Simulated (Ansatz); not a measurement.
# Rb under changes of volume

One of the cells (88.043 Å³/atom); the others are scaled copies at fixed shape and fractional positions:

```xyz
1
Lattice="-2.8025 2.8025 2.8025 2.8025 -2.8025 2.8025 2.8025 2.8025 -2.8025" Properties=species:S:1:pos:R:3 pbc="T T T"
Rb    0.0000    0.0000    0.0000
```

| Quantity | Value |
| --- | --- |
| Program | Ansatz 0.2.0 |
| Functional | LDA |
| Potentials or basis | Ansatz PAW |
| Cutoff | 420 eV (not typed: the program's choice for these potentials) |
| k mesh | 7 × 7 × 7 |
| Occupations | fermi-dirac, width 0.05 eV |
| Spin | no spin polarisation |

```tsv
volume (Å³/atom)	energy over the lowest point (meV/atom)	pressure (GPa)
82.761	0.00	-0.2
84.522	2.65	-0.3
86.283	5.88	-0.3
88.043	?	?
89.804	13.85	-0.4
91.565	18.49	-0.4
93.326	23.51	-0.5
```

Question: What does the run at 88.043 Å³/atom give?

Answer: Energy over the lowest point 9.63 meV/atom; pressure -0.4 GPa.

Worked out: A Birch-Murnaghan fit of order 3 (a polynomial in V^(-2/3)) to the other rows has no minimum within the range. It gives 9.63 meV/atom at 88.043 Å³/atom, against the run's 9.63, and -dE/dV = -0.4 GPa, against -0.4.

Energies are extrapolated to zero smearing.

Caveats: the PAW data sets come from PBE, with cores solved anew for the run's functional, which leaves a small shift of forces and pressure.
